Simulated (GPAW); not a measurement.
The system is Co.

```
Co
1.0
     2.48736    0.00000    0.00000
    -1.24368    2.15412    0.00000
     0.00000    0.00000    4.06329
Co
2
Direct
  0.33333 0.66667 0.74014
  0.66667 0.33333 0.25986
```

Alike in all runs: program GPAW 26.7.0; functional PBEsol; potentials or basis PAW data sets generated in the run's folder for this functional; cutoff 600 eV; basis pw; k mesh 12 × 12 × 7; occupations fermi-dirac, width 0.05 eV.

The same cell was started in several ways:

```tsv
start	free energy over the lowest (meV/atom)	net moment (μB)	site or absolute moments (μB)	gap
collinear spin, antiferromagnetic start of up to 3.5 μB	216.4	0.00	Co +0.90, -0.90	none (metal or under the smearing width)
collinear spin, ferromagnetic start of up to 2 μB	0.0	3.26	Co +1.70	none (metal or under the smearing width)
collinear spin, ferromagnetic start of up to 3.5 μB	0.0	3.26	Co +1.70	none (metal or under the smearing width)
no spin polarisation	219.0	-	-	none (metal or under the smearing width)
collinear spin, antiferromagnetic start of up to 2 μB	216.4	0.00	Co +0.90, -0.90	none (metal or under the smearing width)
```

The spin-polarised runs without a constraint all converged, yet they end up to 216 meV/atom apart: a converged run can sit in a state that isn't the lowest. Allowing spin polarisation gains 219 meV/atom. A still lower state may exist.
